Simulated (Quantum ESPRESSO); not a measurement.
# TaS2 (P-3m1) in Quantum ESPRESSO: reference runs

Aim: a first look at TaS2 with PBEsol, on the cell as given.

Everything below comes from runs of Quantum ESPRESSO 7.5. Logs are shortened: lines on timing, memory, paths and dates and some standing lists are left out, and cuts for length are marked.

## 1. Starting point

The structure is trigonal, space group P-3m1 (No. 164). The conventional cell has a = 3.350 Å, b = 3.350 Å, c = 5.860 Å, α = 90.00°, β = 90.00°, γ = 120.00°. Ta (site symmetry -3m) has 6 S at 2.43 Å as nearest neighbours. Around S (site symmetry 3m) lie 3 Ta at 2.43 Å.

## 2. Single point, PBEsol

pw.in reads:

```
&CONTROL
  calculation = 'scf'
  prefix = 'pwscf'
  outdir = './tmp'
  pseudo_dir = './pseudo'
  tprnfor = .true.
  tstress = .true.
  disk_io = 'low'
/
&SYSTEM
  ibrav = 0
  celldm(1) = 8
  nat = 3
  ntyp = 2
  ecutwfc = 56
  ecutrho = 448
  nbnd = 19
  occupations = 'smearing'
  smearing = 'fd'
  degauss = 0.00367493
/
&ELECTRONS
  conv_thr = 6d-10
  electron_maxstep = 120
  mixing_beta = 0.5
/
ATOMIC_SPECIES
Ta   180.9479 ta_pbesol_v1.uspp.F.UPF
S     32.0600 s_pbesol_v1.4.uspp.F.UPF
CELL_PARAMETERS alat
  0.7913228146870   0.0000000000000   0.0000000000000
 -0.3956614073435   0.6853056601184   0.0000000000000
  0.0000000000000   0.0000000000000   1.3842243862884
ATOMIC_POSITIONS crystal
Ta     0.0000000000    0.0000000000    0.0000000000
S      0.6666666667    0.3333333333    0.7500000000
S      0.3333333333    0.6666666667    0.2500000000
K_POINTS automatic
9 9 5 0 0 0
```

pp_density.in reads:

```
&INPUTPP
  prefix = 'pwscf'
  outdir = './tmp'
  filplot = 'density.dat'
  plot_num = 0
/
&PLOT
  nfile = 1
  filepp(1) = 'density.dat'
  iflag = 3
  output_format = 6
  fileout = 'density.cube'
/
```

pp_potential.in reads:

```
&INPUTPP
  prefix = 'pwscf'
  outdir = './tmp'
  filplot = 'potential.dat'
  plot_num = 11
/
&PLOT
  nfile = 1
  filepp(1) = 'potential.dat'
  iflag = 3
  output_format = 6
  fileout = 'potential.cube'
/
```

Potentials or basis: GBRV 1.5 PBEsol.

Command:

```
$ OMP_NUM_THREADS=1 mpirun -n 2 pw.x -nk 2 -in pw.in > pw.out
$ OMP_NUM_THREADS=1 mpirun -n 1 pp.x -in pp_density.in > pp_density.out
$ OMP_NUM_THREADS=1 mpirun -n 1 pp.x -in pp_potential.in > pp_potential.out
```

pw.out:

```text
This program is part of the open-source Quantum ESPRESSO suite
     for quantum simulation of materials; please cite
[... 13 lines left out ...]
     --------------------
     sticks:   dense  smooth     PW     G-vecs:    dense   smooth      PW
     Sum        1237     613    187                61575    21665    3539

     Using Slab Decomposition

     bravais-lattice index     =            0
     lattice parameter (alat)  =       8.0000  a.u.
     unit-cell volume          =     384.3390 (a.u.)^3
     number of atoms/cell      =            3
     number of atomic types    =            2
     number of electrons       =        25.00
     number of Kohn-Sham states=           19
     kinetic-energy cutoff     =      56.0000  Ry
     charge density cutoff     =     448.0000  Ry
     scf convergence threshold =      6.0E-10
     mixing beta               =       0.5000
     number of iterations used =            8  plain     mixing
     Exchange-correlation= SLA  PW   PSX  PSC
                           (   1   4  10   8   0   0   0)

     celldm(1)=   8.000000  celldm(2)=   0.000000  celldm(3)=   0.000000
     celldm(4)=   0.000000  celldm(5)=   0.000000  celldm(6)=   0.000000

     crystal axes: (cart. coord. in units of alat)
               a(1) = (   0.791323   0.000000   0.000000 )
               a(2) = (  -0.395661   0.685306   0.000000 )
               a(3) = (   0.000000   0.000000   1.384224 )

     reciprocal axes: (cart. coord. in units 2 pi/alat)
               b(1) = (  1.263707  0.729601 -0.000000 )
               b(2) = (  0.000000  1.459203  0.000000 )
               b(3) = (  0.000000 -0.000000  0.722426 )

     PseudoPot. # 1 for Ta read from file:
     ta_pbesol_v1.uspp.F.UPF
     Pseudo is Ultrasoft + core correction, Zval = 13.0
     Generated by new atomic code, or converted to UPF format
     Using radial grid of  921 points,  7 beta functions with:
                l(1) =   0
                l(2) =   0
                l(3) =   1
                l(4) =   1
                l(5) =   2
                l(6) =   2
                l(7) =   3
     Q(r) pseudized with  6 coefficients,  rinner =    1.300   1.300   1.300
                                                       1.300   1.300   1.300
                                                       1.300

     PseudoPot. # 2 for S  read from file:
     s_pbesol_v1.4.uspp.F.UPF
     Pseudo is Ultrasoft + core correction, Zval =  6.0
     Generated by new atomic code, or converted to UPF format
     Using radial grid of  907 points,  6 beta functions with:
                l(1) =   0
                l(2) =   0
                l(3) =   1
                l(4) =   1
                l(5) =   2
                l(6) =   2
     Q(r) pseudized with  8 coefficients,  rinner =    1.300   1.300   1.300
                                                       1.300   1.300

     atomic species   valence    mass     pseudopotential
     Ta               13.00   180.94790     Ta( 1.00)
     S                 6.00    32.06000     S ( 1.00)

     12 Sym. Ops., with inversion, found

   Cartesian axes

     site n.     atom                  positions (alat units)
         1        Ta     tau(   1) = (   0.0000000   0.0000000   0.0000000  )
         2        S      tau(   2) = (   0.3956614   0.2284352   1.0381683  )
         3        S      tau(   3) = (  -0.0000000   0.4568704   0.3460561  )

     number of k points=    50  Fermi-Dirac smearing, width (Ry)=  0.0037
                       cart. coord. in units 2pi/alat
        k(    1) = (   0.0000000   0.0000000   0.0000000), wk =   0.0049383
        k(    2) = (   0.0000000   0.0000000   0.1444852), wk =   0.0098765
        k(    3) = (   0.0000000   0.0000000   0.2889705), wk =   0.0098765
        k(    4) = (   0.0000000   0.1621337   0.0000000), wk =   0.0296296
        k(    5) = (   0.0000000   0.1621337   0.1444852), wk =   0.0296296
        k(    6) = (   0.0000000   0.1621337   0.2889705), wk =   0.0296296
[... 42 lines left out ...]
        k(   49) = (  -0.2808237   0.6485346  -0.1444852), wk =   0.0592593
        k(   50) = (  -0.2808237   0.6485346  -0.2889705), wk =   0.0592593

     Dense  grid:    61575 G-vectors     FFT dimensions: (  45,  45,  75)

     Smooth grid:    21665 G-vectors     FFT dimensions: (  32,  32,  54)

     Initial potential from superposition of free atoms

     starting charge      24.9989, renormalised to      25.0000

     negative rho (up, down):  9.405E-02 0.000E+00
     Starting wfcs are   21 randomized atomic wfcs

     Self-consistent Calculation

     iteration #  1     ecut=    56.00 Ry     beta= 0.50
     Davidson diagonalization with overlap
     ethr =  1.00E-02,  avg # of iterations =  4.5

     Threshold (ethr) on eigenvalues was too large:
     Diagonalizing with lowered threshold

     Davidson diagonalization with overlap
     ethr =  4.33E-04,  avg # of iterations =  2.7

     negative rho (up, down):  9.662E-02 0.000E+00

     total energy              =    -189.98639831 Ry
     estimated scf accuracy    <       0.11579494 Ry

     iteration #  2     ecut=    56.00 Ry     beta= 0.50
     Davidson diagonalization with overlap
     ethr =  4.63E-04,  avg # of iterations =  2.0

     negative rho (up, down):  9.774E-02 0.000E+00

     total energy              =    -189.99711923 Ry
     estimated scf accuracy    <       0.05023980 Ry

     iteration #  3     ecut=    56.00 Ry     beta= 0.50
     Davidson diagonalization with overlap
     ethr =  2.01E-04,  avg # of iterations =  2.4

     negative rho (up, down):  9.871E-02 0.000E+00

     total energy              =    -190.00941450 Ry
     estimated scf accuracy    <       0.01956107 Ry

     iteration #  4     ecut=    56.00 Ry     beta= 0.50
     Davidson diagonalization with overlap
     ethr =  7.82E-05,  avg # of iterations =  1.2

     negative rho (up, down):  9.975E-02 0.000E+00

     total energy              =    -190.01187869 Ry
     estimated scf accuracy    <       0.00058991 Ry

     iteration #  5     ecut=    56.00 Ry     beta= 0.50
     Davidson diagonalization with overlap
     ethr =  2.36E-06,  avg # of iterations =  6.7

     negative rho (up, down):  9.984E-02 0.000E+00

     total energy              =    -190.01197920 Ry
     estimated scf accuracy    <       0.00016971 Ry

     iteration #  6     ecut=    56.00 Ry     beta= 0.50
     Davidson diagonalization with overlap
     ethr =  6.79E-07,  avg # of iterations =  2.0
[... 6 lines left out ...]
     iteration #  7     ecut=    56.00 Ry     beta= 0.50
     Davidson diagonalization with overlap
     ethr =  2.73E-08,  avg # of iterations =  3.9

     negative rho (up, down):  9.988E-02 0.000E+00

     total energy              =    -190.01202256 Ry
     estimated scf accuracy    <       0.00000013 Ry

     iteration #  8     ecut=    56.00 Ry     beta= 0.50
     Davidson diagonalization with overlap
     ethr =  5.28E-10,  avg # of iterations =  4.4

     negative rho (up, down):  9.988E-02 0.000E+00

     total energy              =    -190.01202269 Ry
     estimated scf accuracy    <       0.00000004 Ry

     iteration #  9     ecut=    56.00 Ry     beta= 0.50
     Davidson diagonalization with overlap
     ethr =  1.64E-10,  avg # of iterations =  2.1

     negative rho (up, down):  9.988E-02 0.000E+00

     total energy              =    -190.01202269 Ry
     estimated scf accuracy    <          3.0E-09 Ry

     iteration # 10     ecut=    56.00 Ry     beta= 0.50
     Davidson diagonalization with overlap
     ethr =  1.21E-11,  avg # of iterations =  4.0

     negative rho (up, down):  9.988E-02 0.000E+00

     End of self-consistent calculation

          k = 0.0000 0.0000 0.0000 (  2685 PWs)   bands (ev):

   -58.1396 -24.6233 -24.5902 -24.5902  -4.5628  -2.4548   3.5647   6.3190
     6.3190   9.2618   9.8126   9.8126  10.5884  10.5884  10.8295  14.6779
    14.6779  15.6696  16.0162

          k = 0.0000 0.0000 0.1445 (  2714 PWs)   bands (ev):

   -58.1396 -24.6234 -24.5902 -24.5902  -4.4838  -2.6198   3.9121   6.3287
     6.3287   8.4083   9.7635   9.7635  10.5783  10.5783  11.3434  14.8185
    14.8185  15.6752  16.5436

          k = 0.0000 0.0000 0.2890 (  2732 PWs)   bands (ev):

   -58.1396 -24.6235 -24.5902 -24.5902  -4.3263  -2.9060   4.6546   6.3448
     6.3448   7.2286   9.6868   9.6868  10.5614  10.5614  11.7641  15.0602
    15.0602  15.8860  17.4111

          k = 0.0000 0.1621 0.0000 (  2743 PWs)   bands (ev):

   -58.1381 -24.6269 -24.6162 -24.5985  -4.3689  -2.4648   3.7957   6.0198
     6.4215   8.5218   9.1384   9.3783  10.5868  11.2998  11.3043  14.2796
    14.6547  16.6406  16.8309

          k = 0.0000 0.1621 0.1445 (  2729 PWs)   bands (ev):

   -58.1381 -24.6269 -24.6163 -24.5985  -4.2924  -2.6113   4.0961   6.0003
     6.4128   8.3750   8.7745   9.1630  10.6484  11.3008  11.7880  14.4331
    14.5783  16.4918  17.3749

          k = 0.0000 0.1621 0.2890 (  2739 PWs)   bands (ev):

   -58.1381 -24.6269 -24.6163 -24.5985  -4.1341  -2.8795   4.8047   5.7724
     6.4317   7.8493   8.3987   9.0889  10.6940  11.2888  12.2462  14.4897
    14.8083  16.6850  17.9319

          k = 0.0000 0.3243 0.0000 (  2733 PWs)   bands (ev):

   -58.1341 -24.7185 -24.6194 -24.5983  -3.8431  -2.4864   4.4117   5.5865
     6.6067   6.6827   8.4830   9.0190  10.2212  11.9763  12.0356  14.6406
    14.8717  17.5530  18.0960

          k = 0.0000 0.3243 0.1445 (  2726 PWs)   bands (ev):

   -58.1341 -24.7185 -24.6194 -24.5984  -3.7877  -2.5674   4.4355   5.7390
     6.5274   6.5660   8.5650   9.0196  10.0953  12.0853  12.5030  14.3524
    14.6125  17.1058  17.7303
[... 223 lines left out ...]
          k =-0.1404 0.4053-0.2890 (  2727 PWs)   bands (ev):

   -58.1311 -24.7767 -24.6466 -24.5846  -3.1656  -2.7755   4.8248   5.3808
     6.1900   6.8451   7.5789   8.2145  10.7305  11.6481  13.1073  14.3560
    15.0281  17.8036  18.0524

          k =-0.1404 0.5675-0.1445 (  2712 PWs)   bands (ev):

   -58.1274 -24.8534 -24.6731 -24.5677  -2.7797  -2.4835   4.2617   5.4599
     6.2045   6.4344   7.3786   7.5989  10.6076  12.2365  13.3143  14.7562
    16.3798  16.8757  17.6004

          k =-0.1404 0.5675-0.2890 (  2724 PWs)   bands (ev):

   -58.1274 -24.8534 -24.6731 -24.5677  -2.8336  -2.4125   4.1624   5.1394
     6.3531   6.6080   7.5720   7.8183  10.3790  12.2628  13.2947  14.5907
    16.0877  16.7823  17.0330

          k =-0.2808 0.6485-0.1445 (  2709 PWs)   bands (ev):

   -58.1254 -24.8479 -24.7344 -24.5588  -2.5412  -2.3201   4.2933   5.1825
     5.9421   6.5805   6.7677   7.4818  11.3698  12.2077  13.0866  14.4756
    15.9601  16.7383  18.2505

          k =-0.2808 0.6485-0.2890 (  2699 PWs)   bands (ev):

   -58.1254 -24.8479 -24.7344 -24.5588  -2.5947  -2.2616   4.2838   5.0574
     6.0309   6.5217   6.9629   7.5638  11.0619  12.0630  13.0485  14.5595
    16.5109  16.9658  17.8844

     the Fermi energy is    10.5643 ev

!    total energy              =    -190.01202270 Ry
     estimated scf accuracy    <          5.0E-10 Ry
     smearing contrib. (-TS)   =      -0.00110993 Ry
     internal energy E=F+TS    =    -190.01091276 Ry

     The total energy is F=E-TS. E is the sum of the following terms:
     one-electron contribution =     -60.25740077 Ry
     hartree contribution      =      39.80829486 Ry
     xc contribution           =     -58.85742067 Ry
     ewald contribution        =    -110.70438619 Ry

     convergence has been achieved in  10 iterations

     negative rho (up, down):  9.988E-02 0.000E+00

     Forces acting on atoms (cartesian axes, Ry/au):

     atom    1 type  1   force =     0.00000000    0.00000000    0.00000000
     atom    2 type  2   force =    -0.00000000    0.00000000   -0.03871384
     atom    3 type  2   force =     0.00000000    0.00000000    0.03871384

     Total force =     0.054750     Total SCF correction =     0.000048

     Computing stress (Cartesian axis) and pressure

     negative rho (up, down):  9.988E-02 0.000E+00
          total   stress  (Ry/bohr**3)                   (kbar)     P=       44.14
   0.00017590  -0.00000000   0.00000000           25.88       -0.00        0.00
   0.00000000   0.00017590   0.00000000            0.00       25.88        0.00
   0.00000000   0.00000000   0.00054828            0.00        0.00       80.65

=------------------------------------------------------------------------------=
   JOB DONE.
=------------------------------------------------------------------------------=
```

Run time: 41 s. Hardware: 2 MPI ranks of Arm Neoverse V1, shared host; peak memory 0.54 GiB.

What came out:

| Quantity | Value |
| --- | --- |
| Free energy | -2585.2453 eV |
| Pressure | 4.4 GPa |
| Largest force | 0.995 eV/Å |
| Band gap on the k mesh | none (metal or under the smearing width) |

Forces on the atoms (eV/Å):
```
Ta   0.000  0.000  0.000
S    0.000  0.000 -0.995
S    0.000  0.000  0.995
```

Caveat: this functional lacks dispersion, which binds the layers, so the pressure and a relaxed spacing across them are unreliable.
